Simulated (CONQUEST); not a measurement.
Input of a CONQUEST 1.3 run:

Contents of Conquest_input:

```
IO.Title InP
IO.Coordinates coords.dat
IO.FractionalAtomicCoords T
IO.Iprint 2
IO.Iprint_init 1
General.NumberOfSpecies 3
General.PseudopotentialType hamann
General.DistanceUnits A
General.DFT_D2 T
AtomMove.TypeOfRun static
AtomMove.FullStress T
Grid.GridCutoff 80
DM.SolutionMethod diagon
Diag.MPMesh F
Diag.kT 0.00183747
minE.SCTolerance 1e-6
SC.MaxIters 100
Spin.SpinPolarised T
Spin.FixSpin F
SC.LinearMixingFactor 0.3
SC.MaxPulay 8
minE.SelfConsistent F
General.LoadRho T
Diag.KspaceLines T
Diag.NumKptLines 9
Diag.NumKpts 6
IO.writeDOS T
%block ChemicalSpeciesLabel
1 114.820 In_1
2 114.820 In_2
3 30.970 P
%endblock
%block In_1
Atom.SpinNeUp 6.7500
Atom.SpinNeDn 6.2500
%endblock
%block In_2
Atom.SpinNeUp 6.2500
Atom.SpinNeDn 6.7500
%endblock
%block P
Atom.SpinNeUp 2.5000
Atom.SpinNeDn 2.5000
%endblock
%block Diag.KpointLines
0.000000 0.000000 0.000000
0.000000 0.500000 0.000000
0.000000 0.500000 0.000000
0.500000 0.500000 0.000000
0.500000 0.500000 0.000000
0.000000 0.000000 0.000000
0.000000 0.000000 0.000000
0.000000 0.000000 0.500000
0.000000 0.000000 0.500000
0.000000 0.500000 0.500000
0.000000 0.500000 0.500000
0.500000 0.500000 0.500000
0.500000 0.500000 0.500000
0.000000 0.000000 0.500000
0.000000 0.500000 0.000000
0.000000 0.500000 0.500000
0.500000 0.500000 0.000000
0.500000 0.500000 0.500000
%endblock
```

Contents of coords.dat:

```
    4.1443528450     0.0000000000     0.0000000000
    0.0000000000     4.1443528450     0.0000000000
    0.0000000000     0.0000000000     5.8610000000
4
  0.0000000000   0.0000000000   0.0000000000 1 T T T
  0.5000000000   0.5000000000   0.5000000000 2 T T T
  0.0000000000   0.5000000000   0.2500000000 3 T T T
  0.5000000000   0.0000000000   0.7500000000 3 T T T
```

Contents of Conquest_input (of the self-consistent run):

```
IO.Title InP
IO.Coordinates coords.dat
IO.FractionalAtomicCoords T
IO.Iprint 2
IO.Iprint_init 1
General.NumberOfSpecies 3
General.PseudopotentialType hamann
General.DistanceUnits A
General.DFT_D2 T
AtomMove.TypeOfRun static
AtomMove.FullStress T
Grid.GridCutoff 80
DM.SolutionMethod diagon
Diag.MPMesh T
Diag.GammaCentred T
Diag.MPMeshX 6
Diag.MPMeshY 6
Diag.MPMeshZ 4
Diag.kT 0.00183747
minE.SCTolerance 1e-6
SC.MaxIters 100
IO.AtomChargeOutput T
Spin.SpinPolarised T
Spin.FixSpin F
SC.LinearMixingFactor 0.3
SC.MaxPulay 8
IO.DumpChargeDensity T
IO.DumpTotPot T
%block ChemicalSpeciesLabel
1 114.820 In_1
2 114.820 In_2
3 30.970 P
%endblock
%block In_1
Atom.SpinNeUp 6.7500
Atom.SpinNeDn 6.2500
%endblock
%block In_2
Atom.SpinNeUp 6.2500
Atom.SpinNeDn 6.7500
%endblock
%block P
Atom.SpinNeUp 2.5000
Atom.SpinNeDn 2.5000
%endblock
```

Potentials or basis: PseudoDojo NC PBE, SZ, grid cutoff 80 Ha.

Launch:

```sh
$ Conquest   # self-consistent run
$ Conquest   # the run along the path, in the same folder
```

Task: What does it give for the net moment?

Result: 0.00 μB per cell.

Task: Estimate the band gap along the path.

Result: 1.01 eV.

Levels at the corners of the path, in eV from the Fermi level:
Spin up:
```csv
point,band 16,band 17,band 18,band 19,band 20,band 21
Γ,-0.51,-0.51,-0.51,0.50,2.95,4.27
X,-3.35,-1.58,-1.58,3.53,3.53,6.46
M,-2.87,-2.87,-2.87,2.95,2.95,4.27
Γ,-0.51,-0.51,-0.51,0.50,2.95,4.27
Z,-1.96,-1.96,-1.96,3.27,3.27,3.64
R,-1.53,-1.53,-1.53,1.88,1.88,6.24
A,-3.52,-3.42,-3.42,5.17,5.17,5.25
Z,-1.96,-1.96,-1.96,3.27,3.27,3.64
X,-3.35,-1.58,-1.58,3.53,3.53,6.46
R,-1.53,-1.53,-1.53,1.88,1.88,6.24
M,-2.87,-2.87,-2.87,2.95,2.95,4.27
A,-3.52,-3.42,-3.42,5.17,5.17,5.25
```
Spin down:
| point | band 14 | band 15 | band 16 | band 17 | band 18 | band 19 | band 20 | band 21 | band 22 | band 23 |
| --- | --- | --- | --- | --- | --- | --- | --- | --- | --- | --- |
| Γ | -2.87 | -2.87 | -0.51 | -0.51 | -0.51 | 0.50 | 2.95 | 4.27 | 4.59 | 4.59 |
| X | -5.29 | -3.35 | -3.35 | -1.58 | -1.58 | 3.53 | 3.53 | 6.46 | 6.46 | 6.71 |
| M | -6.22 | -2.87 | -2.87 | -2.87 | -2.87 | 2.95 | 2.95 | 4.27 | 4.27 | 9.76 |
| Γ | -2.87 | -2.87 | -0.51 | -0.51 | -0.51 | 0.50 | 2.95 | 4.27 | 4.59 | 4.59 |
| Z | -3.88 | -1.96 | -1.96 | -1.96 | -1.96 | 3.27 | 3.27 | 3.64 | 3.64 | 7.36 |
| R | -6.21 | -1.53 | -1.53 | -1.53 | -1.53 | 1.88 | 1.88 | 6.24 | 6.24 | 6.24 |
| A | -6.06 | -3.52 | -3.52 | -3.42 | -3.42 | 5.17 | 5.17 | 5.25 | 5.25 | 7.51 |
| Z | -3.88 | -1.96 | -1.96 | -1.96 | -1.96 | 3.27 | 3.27 | 3.64 | 3.64 | 7.36 |
| X | -5.29 | -3.35 | -3.35 | -1.58 | -1.58 | 3.53 | 3.53 | 6.46 | 6.46 | 6.71 |
| R | -6.21 | -1.53 | -1.53 | -1.53 | -1.53 | 1.88 | 1.88 | 6.24 | 6.24 | 6.24 |
| M | -6.22 | -2.87 | -2.87 | -2.87 | -2.87 | 2.95 | 2.95 | 4.27 | 4.27 | 9.76 |
| A | -6.06 | -3.52 | -3.52 | -3.42 | -3.42 | 5.17 | 5.17 | 5.25 | 5.25 | 7.51 |

Caveat: the log labels positions in bohr as Å; the atomic basis is small; the box holds several primitive cells, so bands are folded and the points are those of the box's own zone; spin-orbit coupling is left out, which moves the levels of the heavy elements; the basis of atomic orbitals isn't converged, which shifts pressures, moduli and gaps.
